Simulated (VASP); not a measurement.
Set up this calculation in VASP 6.6.1, as the native input.

```
Task                   : relaxation of cell and atoms
Functional             : PBEsol
Potentials or basis    : VASP PAW PBE potentials, release 64 (Zr_sv)
Cutoff                 : 300 eV
k mesh                 : 16 × 16 × 16
Occupations            : gaussian, width 0.1 eV
Spin                   : no spin polarisation
Further INCAR settings : ALGO = Normal; EDIFF = 1e-07; IBRION = 2; EDIFFG = -0.005; NSW = 90; ISIF = 3
```

The structure of Zr lies in POSCAR:

```
Zr
1.0
   -1.7908472700      1.7908472700      1.7908472700
    1.7908472700     -1.7908472700      1.7908472700
    1.7908472700      1.7908472700     -1.7908472700
Zr
1
Direct
    0.0000000000      0.0000000000      0.0000000000
```

This isn't the form of Zr at room conditions, which is hcp.

These files were run (other wordings do the same):

INCAR

```
SYSTEM = Zr
  PREC = Accurate
  ENCUT = 300
  EDIFF = 1E-7
  ISMEAR = 0
  SIGMA = 0.1
  LREAL = .False.
  LASPH = .True.
  NELM = 80
  ALGO = Normal
  ISIF = 3
  LWAVE = .False.
  LCHARG = .False.
  GGA = PS
  IBRION = 2
  NSW = 90
  EDIFFG = -0.005
```

KPOINTS

```
Automatic mesh
0
Gamma
  16 16 16
  0 0 0
```

Potentials or basis: VASP PAW PBE potentials, release 64 (Zr_sv).

Run with:

```console
$ cat potpaw_PBE.64/Zr_sv/POTCAR > POTCAR
$ mpirun -np 1 vasp_std > vasp.out
```

It gave:

```yaml
Relaxed_volume: 21.66 Å³/atom
Relaxed_cell: a = 3.042 Å, b = 3.042 Å, c = 3.042 Å, α = 109.47°, β = 109.47°, γ = 109.47°
Space_group_after_relaxing_to_0.05_Å: Im-3m (No. 229)
Energy_gained_by_relaxing: 21.0 meV/atom
Ionic_steps: 3
Pressure_after_relaxing: 0.0 GPa
Band_gap_on_the_k_mesh: none (metal or under the smearing width)
```

Caveat: the PAW data sets were made with another functional, which shifts forces and pressure a little.

Run time: 19 s on 1 thread of Intel(R) Xeon(R) 6975P-C (Granite Rapids), with other jobs on the host, peak memory 0.13 GiB.
